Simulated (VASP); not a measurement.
# HgTe (Coloradoite) in VASP: further runs

Runs on HgTe (Coloradoite). Level: PBE. Tasks: single point.

Program: VASP 6.6.1. These are calculated values, not measurements. Logs are shortened: lines on timing, memory, paths and dates and some standing lists are left out, and cuts for length are marked.

**1. The structure**

The cell holds a slab with vacuum, 4 atoms: a = 4.546 Å, b = 4.546 Å, c = 19.496 Å, α = 90.00°, β = 90.00°, γ = 60.00°.

**2. Single point, PBE**

Input file INCAR:

```
PREC     = Accurate       # precision mode
ENCUT    = 520            # plane-wave cutoff, eV
EDIFF    = 1E-6           # SCF threshold, eV
ISMEAR   = -1             # smearing method
SIGMA    = 0.1            # smearing width, eV
LREAL    = False          # projectors in reciprocal space
LASPH    = True           # aspherical terms in the spheres
NELM     = 100            # most SCF steps
ALGO     = Normal         # electronic algorithm
ISIF     = 2              # what is computed and relaxed
LWAVE    = False          # write WAVECAR
LCHARG   = False          # write CHGCAR
LDIPOL   = True         
IDIPOL   = 3            
DIPOL    = 0.5 0.5 0.500
GGA      = PE             # functional
NBANDS   = 26             # bands
```

Input file KPOINTS:

```
Automatic mesh
0
Gamma
  4 4 1
```

Input file POSCAR:

```
HgTe
1.0
    4.5459890000      0.0000000000      0.0000000000
    2.2729945000      3.9369419593      0.0000000000
    0.0000000000      0.0000000000     19.4956228320
Hg Te
2 2
Direct
    0.0000000000      0.0000000000      0.3334081735
    0.6666666667      0.6666666667      0.5237988324
    0.0000000000      0.0000000000      0.4762011676
    0.6666666667      0.6666666667      0.6665918265
```

Potentials or basis: VASP PAW PBE potentials, release 64 (Hg, Te).

On the command line:

```
$ cat potpaw_PBE.64/Hg/POTCAR potpaw_PBE.64/Te/POTCAR > POTCAR
$ mpirun -np 1 vasp_std > vasp.out
```

OUTCAR:

```text
PREC = Accurate
   ENCUT = 520
   EDIFF = 1E-6
   ISMEAR = -1
   LREAL = False
   LASPH = True
   NELM = 100
   ISIF = 2
   GGA = PE

 ion  position               nearest neighbor table
   1  0.000  0.000  0.333-   3 2.78
   2  0.667  0.667  0.524-   4 2.78   3 2.78   3 2.78   3 2.78
   3  0.000  0.000  0.476-   1 2.78   2 2.78   2 2.78   2 2.78
   4  0.667  0.667  0.667-   2 2.78

  LATTYP: Found a hexagonal cell.
 ALAT       =     4.5459890000
 C/A-ratio  =     4.2885327774

  Lattice vectors:

 A1 = (  -2.2729945000,  -3.9369419593,   0.0000000000)
 A2 = (   4.5459890000,   0.0000000000,   0.0000000000)
 A3 = (   0.0000000000,   0.0000000000,  19.4956228320)

Analysis of symmetry for initial positions (statically):
=====================================================================
 Subroutine PRICEL returns:
 Original cell was already a primitive cell.

 Routine SETGRP: Setting up the symmetry group for a
 hexagonal supercell.

 Subroutine GETGRP returns: Found  6 space group operations
 (whereof  6 operations were pure point group operations)
 out of a pool of 24 trial point group operations.

The static configuration has the point symmetry C_3v.

Analysis of symmetry for dynamics (positions and initial velocities):
=====================================================================
 Subroutine PRICEL returns:
 Original cell was already a primitive cell.

 Routine SETGRP: Setting up the symmetry group for a
 hexagonal supercell.

 Subroutine GETGRP returns: Found  6 space group operations
 (whereof  6 operations were pure point group operations)
 out of a pool of 24 trial point group operations.

The dynamic configuration has the point symmetry C_3v.

 Subroutine INISYM returns: Found  6 space group operations
 (whereof  6 operations are pure point group operations),
 and found     1 'primitive' translations

----------------------------------------------------------------------------------------

                                     Primitive cell

  volume of cell :     348.9189

  direct lattice vectors                    reciprocal lattice vectors
     4.545989000  0.000000000  0.000000000     0.219974135 -0.127002126  0.000000000
     2.272994500  3.936941959  0.000000000     0.000000000  0.254004253  0.000000000
     0.000000000  0.000000000 19.495622832     0.000000000  0.000000000  0.051293565

  length of vectors
     4.545989000  4.545989000 19.495622832     0.254004253  0.254004253  0.051293565

  position of ions in fractional coordinates (direct lattice)
     0.000000000  0.000000000  0.333408173
     0.666666667  0.666666667  0.523798832
     0.000000000  0.000000000  0.476201168
     0.666666667  0.666666667  0.666591827

  ion indices of the primitive-cell ions
   primitive index   ion index
                 1           1
                 2           2
                 3           3
                 4           4

----------------------------------------------------------------------------------------

 KPOINTS: Automatic mesh

Automatic generation of k-mesh.
 Grid dimensions read from file:
 generate k-points for:    4    4    1

 Generating k-lattice:

  Cartesian coordinates                     Fractional coordinates (reciprocal lattice)
     0.054993534 -0.031750532  0.000000000     0.250000000  0.000000000  0.000000000
     0.000000000  0.063501063  0.000000000     0.000000000  0.250000000  0.000000000
     0.000000000  0.000000000  0.051293565     0.000000000  0.000000000  1.000000000

  Length of vectors
     0.063501063  0.063501063  0.051293565

  Shift w.r.t. Gamma in fractional coordinates (k-lattice)
     0.000000000  0.000000000  0.000000000

 Subroutine IBZKPT returns following result:
 ===========================================

 Found      4 irreducible k-points:

 Following reciprocal coordinates:
            Coordinates               Weight
  0.000000  0.000000  0.000000      1.000000
  0.250000  0.000000  0.000000      6.000000
  0.500000  0.000000  0.000000      3.000000
  0.500000  0.250000  0.000000      6.000000
   k-points           NKPTS =      4   k-points in BZ     NKDIM =      4   number of bands    NBANDS=     26
   number of dos      NEDOS =    301   number of ions     NIONS =      4
   total plane-waves  NPLWV = 194400
   dimension x,y,z NGX =    36 NGY =   36 NGZ =  150
   dimension x,y,z NGXF=    72 NGYF=   72 NGZF=  300
   ions per type =               2   2
   NGX,Y,Z   is equivalent  to a cutoff of  13.17, 13.17, 12.79 a.u.
   NGXF,Y,Z  is equivalent  to a cutoff of  26.33, 26.33, 25.58 a.u.
 SYSTEM =  unknown system
   PREC   = accura    normal or accurate (medium, high low for compatibility)
   ISTART =      0    job   : 0-new  1-cont  2-samecut
   ICHARG =      2    charge: 1-file 2-atom 10-const
   ISPIN  =      1    spin polarized calculation?
   LNONCOLLINEAR =      F non collinear calculations
   LSORBIT =      F    spin-orbit coupling
   LASPH  =      T    aspherical Exc in radial PAW
   ENCUT  =  520.0 eV  38.22 Ry    6.18 a.u.   8.45  8.45 36.25*2*pi/ulx,y,z
   NELM   =    100;   NELMIN=  2; NELMDL= -5     # of ELM steps
   EDIFF  = 0.1E-05   stopping-criterion for ELM
   LREAL  =      F    real-space projection
   EDIFFG = 0.1E-04   stopping-criterion for IOM
   NSW    =      0    number of steps for IOM
   IBRION =     -1    ionic relax: 0-MD 1-quasi-New 2-CG
   NFREE  =      0    steps in history (QN), initial steepest desc. (CG)
   ISIF   =      2    stress and relaxation
   ISYM   =      2    0-nonsym 1-usesym 2-fastsym
   POTIM  = 0.5000    time-step for ionic-motion
   TEBEG  =    0.0;   TEEND  =   0.0 temperature during run
   PSTRESS=    0.0 pullay stress
   NELECT =      36.0000    total number of electrons
   NUPDOWN=      -1.0000    fix difference up-down
   EMIN   =  10.00;   EMAX   =-10.00  energy-range for DOS
   EFERMI =   0.00;   METHOD = LEGACY
   ISMEAR =    -1;   SIGMA  =   0.10  broadening in eV -4-tet -1-fermi 0-gaus
   EFERMI_NEDOS =   21; number of points for ismear=-14 and -15
   IALGO  =     38    algorithm
   IMIX   =      4    mixing-type and parameters
     AMIX     =   0.40;   BMIX     =  1.00
     AMIX_MAG =   1.60;   BMIX_MAG =  1.00
  volume/ion in A,a.u.               =      87.23       588.66
  Fermi-wavevector in a.u.,A,eV,Ry     =   0.767834  1.450996  8.021580  0.589569
  Thomas-Fermi vector in A             =   1.868477
   LORBIT       =      0    0 simple, 1 ext, 2 COOP (PROOUT), +10 PAW based schemes
   GGA     = PE    functional components
   LHFCALC =     F    Hartree Fock is set to
   AEXX    =    0.0000 exact exchange contribution
   IVDW    =     0    specifies the selected vdW correction
   LEPSILON=     F    determine dielectric tensor
   LRPA    =     F    only Hartree local field effects (RPA)
 non-spin polarized calculation
  energy-cutoff  :      520.00
  volume of cell :      348.92
 maximum number of plane-waves:      9487
 NGX is ok and might be reduce to    36
   NGX = 17   NGY = 17   NGZ = 73

 number of electron      36.0000003 magnetization

 dipolmoment           0.000000      0.000000      0.062377 electrons x Angstroem

 Free energy of the ion-electron system (eV)
  ---------------------------------------------------
  ext. energy  EPLUGINS =         0.00000000
  ---------------------------------------------------
  free energy    TOTEN  =        -4.91866076 eV

  energy without entropy =       -4.73201464  energy(sigma->0) =       -4.82533770

 E-fermi :  -2.0788     XC(G=0):  -4.3140

 val. band max:       -2.0788224112   @ k =   0.5000   0.2500   0.0000
 cond. band min:      -2.0277333427   @ k =   0.5000   0.0000   0.0000
 fundamental gap:      0.0510890685
 Fermi energy:        -2.0787769522

 k-point     1 :       0.0000    0.0000    0.0000
  band No.  band energies     occupation
      1     -13.8106      2.00000
      2     -12.2501      2.00000
      3      -9.2623      2.00000
      4      -9.2623      2.00000
      5      -8.9917      2.00000
      6      -8.7671      2.00000
[... 18 lines left out ...]
     25       3.4989      0.00000
     26       3.6751      0.00000

 k-point     2 :       0.2500    0.0000    0.0000
  band No.  band energies     occupation
      1     -13.6089      2.00000
      2     -12.1473      2.00000
      3      -9.1698      2.00000
      4      -9.1681      2.00000
      5      -8.9342      2.00000
      6      -8.7626      2.00000
[... 18 lines left out ...]
     25       3.3494      0.00000
     26       4.0403      0.00000

 k-point     3 :       0.5000    0.0000    0.0000
  band No.  band energies     occupation
      1     -13.3907      2.00000
      2     -12.0387      2.00000
      3      -9.0861      2.00000
      4      -9.0561      2.00000
      5      -8.7623      2.00000
      6      -8.7373      2.00000
[... 18 lines left out ...]
     25       3.9665      0.00000
     26       4.2261      0.00000

 k-point     4 :       0.5000    0.2500    0.0000
  band No.  band energies     occupation
      1     -13.3927      2.00000
      2     -12.0393      2.00000
      3      -9.1069      2.00000
      4      -8.9265      2.00000
      5      -8.9123      2.00000
      6      -8.7497      2.00000
[... 18 lines left out ...]
     25       3.6362      0.00000
     26       4.2029      0.00000

------------------------ aborting loop because EDIFF is reached ----------------------------------------

 vacuum level on the upper side and lower side of the slab       (xc-potential included)         0.300        -0.314

  FORCE on cell =-STRESS in cart. coord.  units (eV):
  Direction    XX          YY          ZZ          XY          YZ          ZX
  --------------------------------------------------------------------------------------
  -------------------------------------------------------------------------------------
  Total        0.2183364      0.2183364      3.0404963      0.0000000      0.0000000      0.0000000
  in kB        1.0025642      1.0025642     13.9614512      0.0000000      0.0000000      0.0000000
  external PRESSURE =       5.3221932 kB  Pullay stress =       0.0000000 kB

 VOLUME and BASIS-vectors are now :
 -----------------------------------------------------------------------------
  energy-cutoff  :      520.00
  volume of cell :      348.92
      direct lattice vectors                 reciprocal lattice vectors
     4.545989000  0.000000000  0.000000000     0.219974135 -0.127002126  0.000000000
     2.272994500  3.936941959  0.000000000     0.000000000  0.254004253  0.000000000
     0.000000000  0.000000000 19.495622832     0.000000000  0.000000000  0.051293565

 POSITION                                       TOTAL-FORCE (eV/Angst)
 -----------------------------------------------------------------------------------
      0.00000      0.00000      6.50000        -0.000000     -0.000000     -1.059170
      4.54599      2.62463     10.21178        -0.000000      0.000000      0.879075
      0.00000      0.00000      9.28384        -0.000000     -0.000000      0.366256
      4.54599      2.62463     12.99562         0.000000      0.000000     -0.186161
 -----------------------------------------------------------------------------------
    total drift:                               -0.000000     -0.000000      0.000997

  FREE ENERGIE OF THE ION-ELECTRON SYSTEM (eV)
  ---------------------------------------------------
  free  energy   TOTEN  =        -4.9186607631 eV

  energy  without entropy=       -4.7320146416  energy(sigma->0) =       -4.82533770

 vacuum level on the upper side and lower side of the slab         3.425         2.794
```

Wall time 64 s (1 thread of Intel Xeon 6975P-C (Granite Rapids), shared host); peak memory 0.43 GiB.

Results:

```
Free energy            : -4.9187 eV
Largest force          : 1.059 eV/Å
Band gap on the k mesh : none (metal or under the smearing width)
```

Forces in eV/Å, atoms in the order of the input:
```
Hg   0.000  0.000 -1.059
Hg   0.000  0.000  0.879
Te   0.000  0.000  0.366
Te   0.000  0.000 -0.186
```

Caveat: the k mesh is coarse (spacing up to 0.40 Å⁻¹), so the values aren't converged. The run has no spin-orbit coupling, so splittings on Hg, Te are missing.

**3. Single point, PBE**

This run uses another cell than the first one, of 73.81 Å³/atom, 0.846 times its volume.

Input file INCAR:

```
SYSTEM = HgTe
  ALGO = Normal
  DIPOL = 0.5 0.5 0.500
  EDIFF = 1E-6
  ENCUT = 520
  GGA = PE
  IDIPOL = 3
  ISIF = 2
  ISMEAR = -1
  LASPH = .TRUE.
  LCHARG = .FALSE.
  LDIPOL = .TRUE.
  LREAL = .FALSE.
  LWAVE = .FALSE.
  NBANDS = 26
  NELM = 100
  PREC = Accurate
  SIGMA = 0.1
```

Input file KPOINTS:

```
k-points
0
G
  4 4 1
  0 0 0
```

Input file POSCAR:

```
HgTe
1.0
    4.5459890000      0.0000000000      0.0000000000
    2.2729945000      3.9369419593      0.0000000000
    0.0000000000      0.0000000000     16.4956228320
Hg Te
2 2
Direct
    0.0000000000      0.0000000000      0.3031107131
    0.6666666667      0.6666666667      0.5281270410
    0.0000000000      0.0000000000      0.4718729590
    0.6666666667      0.6666666667      0.6968892869
```

Potentials or basis: VASP PAW PBE potentials, release 64 (Hg, Te).

On the command line:

```
$ cat potpaw_PBE.64/Hg/POTCAR potpaw_PBE.64/Te/POTCAR > POTCAR
$ mpirun -np 1 vasp_std > vasp.out
```

OUTCAR:

```text
SYSTEM = HgTe
   EDIFF = 1E-6
   ENCUT = 520
   GGA = PE
   ISIF = 2
   ISMEAR = -1
   LASPH = .TRUE.
   LREAL = .FALSE.
   NELM = 100
   PREC = Accurate

 ion  position               nearest neighbor table
   1  0.000  0.000  0.303-   3 2.78
   2  0.667  0.667  0.528-   3 2.78   4 2.78   3 2.78   3 2.78
   3  0.000  0.000  0.472-   2 2.78   1 2.78   2 2.78   2 2.78
   4  0.667  0.667  0.697-   2 2.78

  LATTYP: Found a hexagonal cell.
 ALAT       =     4.5459890000
 C/A-ratio  =     3.6286103710

  Lattice vectors:

 A1 = (  -2.2729945000,  -3.9369419593,   0.0000000000)
 A2 = (   4.5459890000,   0.0000000000,   0.0000000000)
 A3 = (   0.0000000000,   0.0000000000,  16.4956228320)

Analysis of symmetry for initial positions (statically):
=====================================================================
 Subroutine PRICEL returns:
 Original cell was already a primitive cell.

 Routine SETGRP: Setting up the symmetry group for a
 hexagonal supercell.
[... 154 lines left out ...]

 E-fermi :  -1.5131     XC(G=0):  -5.0973

 val. band max:       -1.5618953486   @ k =   0.2500  -0.0000   0.0000
 cond. band min:      -1.5129344513   @ k =   0.5000   0.2500   0.0000
 fundamental gap:      0.0489608973
 Fermi energy:        -1.5130679729

 k-point     1 :       0.0000    0.0000    0.0000
  band No.  band energies     occupation
      1     -13.2446      2.00000
      2     -11.6846      2.00000
      3      -8.6965      2.00000
      4      -8.6965      2.00000
      5      -8.4258      2.00000
      6      -8.2013      2.00000
[... 105 lines left out ...]
     25       4.2404      0.00000
     26       4.7315      0.00000

------------------------ aborting loop because EDIFF is reached ----------------------------------------

 vacuum level on the upper side and lower side of the slab       (xc-potential included)        -0.295        -0.761

  FORCE on cell =-STRESS in cart. coord.  units (eV):
  Direction    XX          YY          ZZ          XY          YZ          ZX
  --------------------------------------------------------------------------------------
  -------------------------------------------------------------------------------------
  Total        0.2154925      0.2154925      3.0359270      0.0000000      0.0000000      0.0000000
  in kB        1.1694636      1.1694636     16.4757728      0.0000000      0.0000000      0.0000000
  external PRESSURE =       6.2715667 kB  Pullay stress =       0.0000000 kB

 VOLUME and BASIS-vectors are now :
 -----------------------------------------------------------------------------
  energy-cutoff  :      520.00
  volume of cell :      295.23
      direct lattice vectors                 reciprocal lattice vectors
     4.545989000  0.000000000  0.000000000     0.219974135 -0.127002126  0.000000000
     2.272994500  3.936941959  0.000000000     0.000000000  0.254004253  0.000000000
     0.000000000  0.000000000 16.495622832     0.000000000  0.000000000  0.060622143

 POSITION                                       TOTAL-FORCE (eV/Angst)
 -----------------------------------------------------------------------------------
      0.00000      0.00000      5.00000        -0.000000      0.000000     -1.058766
      4.54599      2.62463      8.71178        -0.000000     -0.000000      0.879066
      0.00000      0.00000      7.78384         0.000000      0.000000      0.365398
      4.54599      2.62463     11.49562         0.000000      0.000000     -0.185698
 -----------------------------------------------------------------------------------
    total drift:                               -0.000000     -0.000000      0.000112

  FREE ENERGIE OF THE ION-ELECTRON SYSTEM (eV)
  ---------------------------------------------------
  free  energy   TOTEN  =        -4.9191314724 eV

  energy  without entropy=       -4.7324906822  energy(sigma->0) =       -4.82581108

 vacuum level on the upper side and lower side of the slab         3.415         2.887
```

OSZICAR:

```text
N       E                     dE             d eps       ncg     rms          rms(c)
DAV:   1     0.231803563076E+03    0.23180E+03   -0.13291E+04   208   0.107E+03
DAV:   2     0.103944012572E+02   -0.22141E+03   -0.21197E+03   240   0.239E+02
DAV:   3    -0.538131730485E+01   -0.15776E+02   -0.15558E+02   222   0.638E+01
[... 15 lines left out ...]
DAV:  19    -0.491908570833E+01   -0.22080E-04   -0.74241E-06   216   0.975E-03    0.518E-03
DAV:  20    -0.491911788619E+01   -0.32178E-04   -0.81154E-06   214   0.694E-03    0.658E-03
DAV:  21    -0.491912694829E+01   -0.90621E-05   -0.11141E-06   184   0.258E-03    0.439E-03
DAV:  22    -0.491913064899E+01   -0.37007E-05   -0.56559E-07   182   0.282E-03    0.290E-03
DAV:  23    -0.491913147241E+01   -0.82342E-06   -0.16201E-07   182   0.161E-03
   1 F= -.49191315E+01 E0= -.48258111E+01  d E =-.186641E+00
```

Run time: 82 s. Hardware: 1 thread of Intel Xeon 6975P-C (Granite Rapids), shared host; peak memory 0.37 GiB.

Results:

```
Free energy            : -4.9191 eV
Largest force          : 1.059 eV/Å
Band gap on the k mesh : none (metal or under the smearing width)
```

Forces on the atoms (eV/Å):
```
Hg   0.000  0.000 -1.059
Hg   0.000  0.000  0.879
Te   0.000  0.000  0.365
Te   0.000  0.000 -0.186
```

Caveat: the k mesh is coarse (spacing up to 0.40 Å⁻¹), so the values aren't converged. Spin-orbit coupling is left out, which matters for the levels of Hg, Te.
